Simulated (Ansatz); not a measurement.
(10−10) slab of wurtzite AlN, 19.8 Å thick as cut, bare faces

Ansatz, PAW, plane waves, no spin–orbit coupling unless named; atoms relaxed with PBEsol, the curve by HSE06. The curve holds the local part of the PAW potentials, so its shape inside matter depends on the files.

```
Al N
1.0
     0.00000    0.00000    4.98353
     3.11382    0.00000    0.00000
     0.00000   32.77539    0.00000
Al N
16 16
Direct
  0.52210 0.49738 0.20606
  0.49854 0.99752 0.28164
  0.49656 0.49767 0.36290
  0.49595 0.99780 0.44499
  0.49579 0.49791 0.52725
  0.49555 0.99806 0.60958
  0.49384 0.49817 0.69217
  0.48961 0.99827 0.77640
  0.98978 0.99744 0.22318
  0.99390 0.49754 0.30742
  0.99560 0.99766 0.39001
  0.99581 0.49784 0.47234
  0.99592 0.99797 0.55460
  0.99649 0.49806 0.63669
  0.99845 0.99820 0.71796
  0.02181 0.49831 0.79353
  0.37190 0.99740 0.22546
  0.37704 0.49756 0.30789
  0.37779 0.99768 0.39010
  0.37782 0.49779 0.47237
  0.37783 0.99792 0.55466
  0.37793 0.49808 0.63694
  0.37804 0.99820 0.71906
  0.37394 0.49823 0.80012
  0.87421 0.49747 0.19948
  0.87811 0.99753 0.28053
  0.87801 0.49764 0.36266
  0.87787 0.99782 0.44493
  0.87780 0.49796 0.52721
  0.87774 0.99806 0.60950
  0.87694 0.49816 0.69170
  0.87168 0.99830 0.77413
```

Planar mean of the electrostatic potential energy along the normal, from the vacuum level:

```csv
z (Å),v (eV)
0.00,0.00
0.29,0.00
0.73,0.00
1.02,0.00
1.31,0.00
1.75,0.00
2.04,0.00
2.33,0.00
2.62,0.00
3.06,0.00
3.35,0.00
3.64,-0.01
4.08,-0.02
4.37,-0.05
4.66,-0.11
5.10,-0.37
5.39,-0.85
5.68,-1.95
6.12,-7.10
6.41,-11.03
6.70,-12.99
6.99,-13.60
7.43,-13.00
7.72,-9.89
8.01,-6.13
8.45,-5.00
8.74,-7.82
9.03,-10.81
9.47,-12.81
9.76,-12.98
10.05,-12.26
10.49,-8.63
10.78,-5.65
11.07,-5.00
11.51,-8.77
11.80,-11.37
12.09,-12.60
12.38,-12.93
12.82,-11.74
13.11,-9.37
13.40,-6.32
13.84,-5.36
14.13,-8.00
14.42,-10.84
14.86,-12.75
15.15,-12.84
15.44,-12.08
15.88,-8.62
16.17,-5.73
16.46,-5.07
16.75,-7.20
17.19,-11.36
17.48,-12.59
17.77,-12.91
18.21,-11.73
18.50,-9.40
18.79,-6.35
19.23,-5.34
19.52,-7.96
19.81,-10.83
20.25,-12.77
20.54,-12.85
20.83,-12.09
21.12,-10.10
21.56,-5.69
21.85,-4.98
22.14,-7.16
22.58,-11.48
22.87,-12.77
23.16,-13.00
23.60,-11.75
23.89,-9.30
24.18,-6.07
24.62,-4.99
24.91,-8.12
25.20,-11.83
25.64,-13.68
25.93,-13.36
26.22,-12.17
26.51,-9.08
26.95,-2.91
27.24,-1.24
27.53,-0.54
27.97,-0.16
28.26,-0.07
28.55,-0.03
28.99,-0.01
29.28,0.00
29.57,0.00
30.01,0.00
30.30,0.00
30.59,0.00
30.88,0.00
31.32,0.00
31.61,0.00
31.90,0.00
32.34,0.00
32.63,0.00
```

Question: How far below the vacuum level do the top filled and the lowest empty level lie, by each functional?

Answer: PBEsol: 5.71 and 2.90 eV (gap 2.81 eV, a 4×6×1 mesh); HSE06: 6.39 and 2.38 eV (gap 4.01 eV, a 3×4×1 mesh). Either level can be a surface state and not a band edge of the crystal.
